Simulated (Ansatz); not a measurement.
Here is an Ansatz 0.2.0 calculation.

The input input.yaml:

```yaml
crystal:
  lattice:
    - [3.4762295762, 0.0, 0.0]
    - [-1.7381147881, 3.0105031223, 0.0]
    - [0.0, 0.0, 4.148076]
  atoms:
    - { symbol: Cd, position: [0.0, 0.0, 0.0] }
    - { symbol: O, position: [0.3333333333, 0.6666666667, 0.244219] }
    - { symbol: O, position: [0.6666666667, 0.3333333333, 0.755781] }
hamiltonian:
  xc: pbesol
  pseudopotentials: { kind: paw }
  dispersion: d3bj
kpoints:
  mp_grid: { grid: [9, 9, 7] }
scf:
  occupations: { method: fermi_dirac, width: 0.05 }
output:
  forces: true
  stress: true
  eigenvalues: true
  write_density: true
  write_potential: true
  elf: true
  volumetric_format: npy
relax:
  f_tol: 0.01
  max_steps: 40
  cell: { stress_tol: 0.05 }
```

Potentials or basis: Ansatz PAW.

Run with:

```console
$ ansatz run input.yaml --threads 2 --pin off --max-ram 5632MiB --backend cpu --events-out ev --progress --plain --runs-dir out
```

Task: Estimate the band gap on the k mesh.

Result: None (metal or under the smearing width).

Task: Estimate the relaxed cell.

Result: a = 3.337 Å, b = 3.337 Å, c = 3.544 Å, α = 90.00°, β = 90.00°, γ = 120.00°.

Task: Predict the relaxed volume.

Result: 11.39 Å³/atom.

Step by step:
```
step  energy change (eV)  largest force (eV/Å)  volume (Å³)
   1              0.0000                0.3156        43.41
   2             -0.2821                0.0900        38.67
   3             -0.4011                0.1638        35.58
   4             -0.4309                0.0754        33.72
   5             -0.4333                0.0520        34.42
   6             -0.4335                0.0274        34.45
   7             -0.4337                0.0005        34.41
   8             -0.4214                0.0002        34.41
   9             -0.4230                0.0003        34.18
  10             -0.4219                0.0003        34.18
```

Caveat: the volume moved by over 15 % at a fixed basis, so the end points are rough; the plane-wave basis is chosen anew once the cell has moved, so the energies of steps on either side of that aren't comparable; the pressure holds a Pulay correction of +0.8 GPa for the finite cutoff; pairwise dispersion overbinds metals, which lowers pressure and volume; the PAW data sets come from PBE, with cores solved anew for the run's functional, which leaves a small shift of forces and pressure.
